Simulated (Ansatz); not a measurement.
# 96-atom supercell of wurtzite AlN

Aim: the perfect cell at several levels of theory (PBEsol, HSE06 and r²SCAN), as the reference that defects and stacks are counted from.

All numbers are computed with Ansatz 0.2.0 (PAW, plane waves).

## Step 1: The system as built

96 atoms (48 Al, 48 N); a = 9.341 Å, b = 10.787 Å, c = 9.967 Å, α = 90.00°, β = 90.00°, γ = 90.00°.

The runs, in order: (2) PBEsol single point at the single k point (¼, ¼, ¼), on 7 threads; (3) HSE06 single point at the single k point (¼, ¼, ¼), on 7 threads; (4) r²SCAN single point at the single k point (¼, ¼, ¼), on 7 threads.

## Step 2: Single point with PBEsol

File in.yaml:

```yaml
crystal:
  lattice:
    - [9.341448, 0.000000, 0.000000]
    - [0.000000, 10.786575, 0.000000]
    - [0.000000, 0.000000, 9.967057]
  atoms:
    - { symbol: Al, position: [0.166667, 0.083333, 0.248500] }
    - { symbol: Al, position: [0.166667, 0.083333, 0.748500] }
    - { symbol: Al, position: [0.000000, 0.333333, 0.248500] }
    - { symbol: Al, position: [0.000000, 0.333333, 0.748500] }
    - { symbol: Al, position: [0.500000, 0.083333, 0.248500] }
    - { symbol: Al, position: [0.500000, 0.083333, 0.748500] }
    - { symbol: Al, position: [0.333333, 0.333333, 0.248500] }
    - { symbol: Al, position: [0.333333, 0.333333, 0.748500] }
    - { symbol: Al, position: [0.166667, 0.583333, 0.248500] }
    - { symbol: Al, position: [0.166667, 0.583333, 0.748500] }
    - { symbol: Al, position: [0.000000, 0.833333, 0.248500] }
    - { symbol: Al, position: [0.000000, 0.833333, 0.748500] }
    - { symbol: Al, position: [0.833333, 0.083333, 0.248500] }
    - { symbol: Al, position: [0.833333, 0.083333, 0.748500] }
    - { symbol: Al, position: [0.666667, 0.333333, 0.248500] }
    - { symbol: Al, position: [0.666667, 0.333333, 0.748500] }
    - { symbol: Al, position: [0.500000, 0.583333, 0.248500] }
    - { symbol: Al, position: [0.500000, 0.583333, 0.748500] }
    - { symbol: Al, position: [0.333333, 0.833333, 0.248500] }
    - { symbol: Al, position: [0.333333, 0.833333, 0.748500] }
    - { symbol: Al, position: [0.833333, 0.583333, 0.248500] }
    - { symbol: Al, position: [0.833333, 0.583333, 0.748500] }
    - { symbol: Al, position: [0.666667, 0.833333, 0.248500] }
    - { symbol: Al, position: [0.666667, 0.833333, 0.748500] }
    - { symbol: Al, position: [0.000000, 0.166667, 0.498500] }
    - { symbol: Al, position: [0.000000, 0.166667, 0.998500] }
    - { symbol: Al, position: [0.333333, 0.166667, 0.498500] }
    - { symbol: Al, position: [0.333333, 0.166667, 0.998500] }
    - { symbol: Al, position: [0.166667, 0.416667, 0.498500] }
    - { symbol: Al, position: [0.166667, 0.416667, 0.998500] }
    - { symbol: Al, position: [0.000000, 0.666667, 0.498500] }
    - { symbol: Al, position: [0.000000, 0.666667, 0.998500] }
    - { symbol: Al, position: [0.666667, 0.166667, 0.498500] }
    - { symbol: Al, position: [0.666667, 0.166667, 0.998500] }
    - { symbol: Al, position: [0.500000, 0.416667, 0.498500] }
    - { symbol: Al, position: [0.500000, 0.416667, 0.998500] }
    - { symbol: Al, position: [0.333333, 0.666667, 0.498500] }
    - { symbol: Al, position: [0.333333, 0.666667, 0.998500] }
    - { symbol: Al, position: [0.166667, 0.916667, 0.498500] }
    - { symbol: Al, position: [0.166667, 0.916667, 0.998500] }
    - { symbol: Al, position: [0.833333, 0.416667, 0.498500] }
    - { symbol: Al, position: [0.833333, 0.416667, 0.998500] }
    - { symbol: Al, position: [0.666667, 0.666667, 0.498500] }
    - { symbol: Al, position: [0.666667, 0.666667, 0.998500] }
    - { symbol: Al, position: [0.500000, 0.916667, 0.498500] }
    - { symbol: Al, position: [0.500000, 0.916667, 0.998500] }
    - { symbol: Al, position: [0.833333, 0.916667, 0.498500] }
    - { symbol: Al, position: [0.833333, 0.916667, 0.998500] }
    - { symbol: N, position: [0.000000, 0.166667, 0.189500] }
    - { symbol: N, position: [0.000000, 0.166667, 0.689500] }
    - { symbol: N, position: [0.333333, 0.166667, 0.189500] }
    - { symbol: N, position: [0.333333, 0.166667, 0.689500] }
    - { symbol: N, position: [0.166667, 0.416667, 0.189500] }
    - { symbol: N, position: [0.166667, 0.416667, 0.689500] }
    - { symbol: N, position: [0.000000, 0.666667, 0.189500] }
    - { symbol: N, position: [0.000000, 0.666667, 0.689500] }
    - { symbol: N, position: [0.666667, 0.166667, 0.189500] }
    - { symbol: N, position: [0.666667, 0.166667, 0.689500] }
    - { symbol: N, position: [0.500000, 0.416667, 0.189500] }
    - { symbol: N, position: [0.500000, 0.416667, 0.689500] }
    - { symbol: N, position: [0.333333, 0.666667, 0.189500] }
    - { symbol: N, position: [0.333333, 0.666667, 0.689500] }
    - { symbol: N, position: [0.166667, 0.916667, 0.189500] }
    - { symbol: N, position: [0.166667, 0.916667, 0.689500] }
    - { symbol: N, position: [0.833333, 0.416667, 0.189500] }
    - { symbol: N, position: [0.833333, 0.416667, 0.689500] }
    - { symbol: N, position: [0.666667, 0.666667, 0.189500] }
    - { symbol: N, position: [0.666667, 0.666667, 0.689500] }
    - { symbol: N, position: [0.500000, 0.916667, 0.189500] }
    - { symbol: N, position: [0.500000, 0.916667, 0.689500] }
    - { symbol: N, position: [0.833333, 0.916667, 0.189500] }
    - { symbol: N, position: [0.833333, 0.916667, 0.689500] }
    - { symbol: N, position: [0.166667, 0.083333, 0.439500] }
    - { symbol: N, position: [0.166667, 0.083333, 0.939500] }
    - { symbol: N, position: [0.000000, 0.333333, 0.439500] }
    - { symbol: N, position: [0.000000, 0.333333, 0.939500] }
    - { symbol: N, position: [0.500000, 0.083333, 0.439500] }
    - { symbol: N, position: [0.500000, 0.083333, 0.939500] }
    - { symbol: N, position: [0.333333, 0.333333, 0.439500] }
    - { symbol: N, position: [0.333333, 0.333333, 0.939500] }
    - { symbol: N, position: [0.166667, 0.583333, 0.439500] }
    - { symbol: N, position: [0.166667, 0.583333, 0.939500] }
    - { symbol: N, position: [0.000000, 0.833333, 0.439500] }
    - { symbol: N, position: [0.000000, 0.833333, 0.939500] }
    - { symbol: N, position: [0.833333, 0.083333, 0.439500] }
    - { symbol: N, position: [0.833333, 0.083333, 0.939500] }
    - { symbol: N, position: [0.666667, 0.333333, 0.439500] }
    - { symbol: N, position: [0.666667, 0.333333, 0.939500] }
    - { symbol: N, position: [0.500000, 0.583333, 0.439500] }
    - { symbol: N, position: [0.500000, 0.583333, 0.939500] }
    - { symbol: N, position: [0.333333, 0.833333, 0.439500] }
    - { symbol: N, position: [0.333333, 0.833333, 0.939500] }
    - { symbol: N, position: [0.833333, 0.583333, 0.439500] }
    - { symbol: N, position: [0.833333, 0.583333, 0.939500] }
    - { symbol: N, position: [0.666667, 0.833333, 0.439500] }
    - { symbol: N, position: [0.666667, 0.833333, 0.939500] }
  symmetry: { detect: false }
kpoints:
  mp_grid: { grid: [1, 1, 1], shift: [0.25, 0.25, 0.25] }
hamiltonian:
  xc: pbesol
scf:
  occupations: { method: fermi_dirac, width: 0.01 }
output:
  forces: true
  eigenvalues: true
  stress: true
  populations: true
  eigenstates: { kpoints: [[0.25, 0.25, 0.25]], e_range: [-6.0, 6.0], localisation: true }
```

## Step 3: HSE06 single point

Changes to in.yaml since step 2:

```diff
@@ -106,3 +106,3 @@
 hamiltonian:
-  xc: pbesol
+  xc: hse06
 scf:
@@ -112,3 +112,2 @@
   eigenvalues: true
-  stress: true
   populations: true
```

## Step 4: r²SCAN on the same atoms

Changes to in.yaml since step 3:

```diff
@@ -106,3 +106,3 @@
 hamiltonian:
-  xc: hse06
+  xc: r2scan
 scf:
```

Before running it: what results should come out? Wanted: for each run, top filled to lowest empty; energy; pressure.

The runs gave:

| level | time | top filled to lowest empty (eV) | energy (eV/atom) | pressure (GPa) |
| --- | --- | --- | --- | --- |
| PBEsol | 31 s (7 CPU threads) | 5.06 | -452.9793 | 0.00 |
| HSE06 | 5.6 min (7 CPU threads) | 6.54 | -462.3562 | - |
| r²SCAN | 46 s (7 CPU threads) | 5.78 | -464.2425 | - |

**In words.** At the same k points, PBEsol gives a spacing 1.49 eV smaller and r²SCAN gives a spacing 0.76 eV smaller than the 6.54 eV of HSE06. Exact exchange costs time: HSE06 ran about 11 times as long as PBEsol on the same kind of device. With one k point the spacing samples only the states that fold onto it, so it can exceed the gap over the zone.
